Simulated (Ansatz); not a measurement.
# SnSe2: the cost of one run

Method: DFT PBEsol, scalar-relativistic, plane waves, PAW, in Ansatz 0.2.0.

The COD entry's cell or inner coordinates are ideal or old and differ from later refinements, so a difference from it is no clean test against experiment.

1 further run of the same task is left out (set aside as unsound or not needed).

**1. The structure to begin with**

Symmetry: P-3m1, No. 164, trigonal system. The conventional cell has a = 3.811 Å, b = 3.811 Å, c = 6.137 Å, α = 90.00°, β = 90.00°, γ = 120.00°. Around Sn (site symmetry -3m) lie 6 Se at 2.68 Å. Se (site symmetry 3m) is surrounded by 3 Sn at 2.68 Å.

As a file:

```
CELL_PARAMETERS angstrom
3.81100 0.00000 0.00000
-1.90550 3.30042 0.00000
0.00000 0.00000 6.13700
ATOMIC_POSITIONS crystal
Sn 0.00000 0.00000 0.00000
Se 0.33333 0.66667 0.25000
Se 0.66667 0.33333 0.75000
```

The structure comes from the Crystallography Open Database.

**2. A change within the space group**

The change: strain xx, yy, zz, yz, xz, xy = +0.6, +0.6, +9.6, +0.0, +0.0, +0.0 %; atoms moved by 0.10 Å root mean square, at most 0.12 Å.

File input.yaml:

```yaml
crystal:
  lattice:
    - [3.8337123343, 0.0, 0.0]
    - [-1.9168561672, 3.3200922723, 0.0]
    - [0.0, 0.0, 6.72590652]
  atoms:
    - { symbol: Sn, position: [0.0, 0.0, 0.0] }
    - { symbol: Se, position: [0.3333333333, 0.6666666667, 0.2699567357] }
    - { symbol: Se, position: [0.6666666667, 0.3333333333, 0.7300432643] }
basis:
  ecutwfc: 420
kpoints:
  mp_grid: { grid: [9, 9, 6] }
hamiltonian:
  xc: pbesol
scf:
  occupations: { method: gaussian, width: 0.02 }
output:
  forces: true
  stress: true
  eigenvalues: true
```

The run is started by

```sh
> ansatz run input.yaml --threads 1 --pin off --max-ram 1331MiB --backend cpu --events-out ev --progress --plain --runs-dir out
```

Q: Estimate wall time and peak memory on 1 thread of an x86-64 CPU, shared host.

About 15 s, with a peak of 0.44 GiB.
